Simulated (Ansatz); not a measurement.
**Two Ansatz runs on Sb**

Structure from Materials Project entry mp-80 (possibly hypothetical), not relaxed further. The listed cell was then made from it by scaling, straining or moving an atom.

First run: DFT, r2SCAN, PAW with Ansatz's default frozen-core files, scalar-relativistic (Ansatz 0.2.0).

Command: `ansatz run input.yaml --threads 1 --pin off --max-ram 2048MiB --backend cpu --events-out ev --progress --plain --runs-dir out` The run took 6.5 s on 1 thread of Intel(R) Xeon(R) Platinum 8488C (Sapphire Rapids), on a shared host, peak memory 0.55 GiB.

```yaml
crystal:
  lattice:
    - [3.3263417377, 0.0, 0.0]
    - [-1.6631708689, 2.8806964465, 0.0]
    - [0.0, 0.0, 5.4241907401]
  atoms:
    - { symbol: Sb, position: [0.3333333333, 0.6666666667, 0.25] }
    - { symbol: Sb, position: [0.6666666667, 0.3333333333, 0.75] }
kpoints:
  mp_grid: { grid: [13, 13, 7] }
scf:
  occupations: { method: fermi_dirac, width: 0.05 }
hamiltonian:
  xc: r2scan
  pseudopotentials: { kind: paw }
output:
  forces: true
  stress: true
  eigenvalues: true
  efg: { contact_densities: true }
```

Result: converged; pressure 2.63 GPa; no gap on the k mesh; 6 SCF iterations.

Spin–orbit coupling is left out, though it moves levels of the heavy atoms by tenths of an eV or more.

A second run of a changed input logged this at its end:

```
Error: YAML parse error: error: line 15 column 7: hamiltonian.xc: unknown variant `scan0x`, expected one of `lda`, `lda-pw`, `pw92`, `pbe`, `pbesol`, `rpbe`, `revpbe`, `blyp`, `pbe0`, `revpbe0`, `b3lyp`, `b3lyp5`, `hse06`, `wpbeh`, `hiss`, `lc_wpbe`, `cam_b3lyp`, `hf`, `r2scan`, `r2scanh`, `r2scan0`, `r2scan50`, `mr2scan`
  --> <input>:15:7
   |
13 |   max_iter: 80
14 | hamiltonian:
15 |   xc: scan0x
   |       ^ hamiltonian.xc: unknown variant `scan0x`, expected one of `lda`, `lda-pw`, `pw92`, `pbe`, `pbesol`, `rpbe`, `revpbe`, `blyp`, `pbe0`, `revpbe0`, `b3lyp`, `b3lyp5`, `hse06`, `wpbeh`, `hiss`, `lc_wpbe`, `cam_b3lyp`, `hf`, `r2scan`, `r2scanh`, `r2scan0`, `r2scan50`, `mr2scan`
16 |   pseudopotentials: { kind: paw }
17 | output:
   |
```

**Question.** What was wrong with the input?

**Answer.** An unknown functional, by this change (others could give a like log):
```diff
@@ -11,6 +11,7 @@
 scf:
   occupations: { method: fermi_dirac, width: 0.05 }
+  max_iter: 80
 hamiltonian:
-  xc: r2scan
+  xc: scan0x
   pseudopotentials: { kind: paw }
 output:
```
